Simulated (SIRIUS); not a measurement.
K:

```
K
1.0
    -2.69756    2.69756    2.69756
     2.69756   -2.69756    2.69756
     2.69756    2.69756   -2.69756
K
1
Direct
  0.00000 0.00000 0.00000
```

| Quantity | Value |
| --- | --- |
| Program | SIRIUS 7.10.0 |
| Task | single point |
| Functional | PBE |
| Potentials or basis | PseudoDojo 0.4.1 PBE standard (scalar relativistic) |
| Cutoff | 1030 eV |
| Density cutoff | 4119 eV |
| k mesh | 7 × 7 × 7 |
| Occupations | fermi-dirac, width 0.05 eV |
| Spin | no spin polarisation |

On this cell: pressure -0.2 GPa; band gap on the k mesh none (metal or under the smearing width).

The same run follows on a disturbed copy (cell strained at random at fixed volume):

```
K
1.0
    -2.62910    2.66761    2.60007
     2.71869   -2.74448    2.76653
     2.66008    2.77546   -2.67695
K
1
Direct
  0.99632 0.99168 0.00721
```

Problem. What does the disturbed cell give?

Solution. The energy (extrapolated to zero smearing) moves by +1.4 meV/atom; pressure -0.2 GPa; band gap on the k mesh none (metal or under the smearing width).

Stress tensor (GPa, compression positive):
```
-0.20 -0.04 -0.09
-0.04 -0.19  0.08
-0.09  0.08 -0.21
```
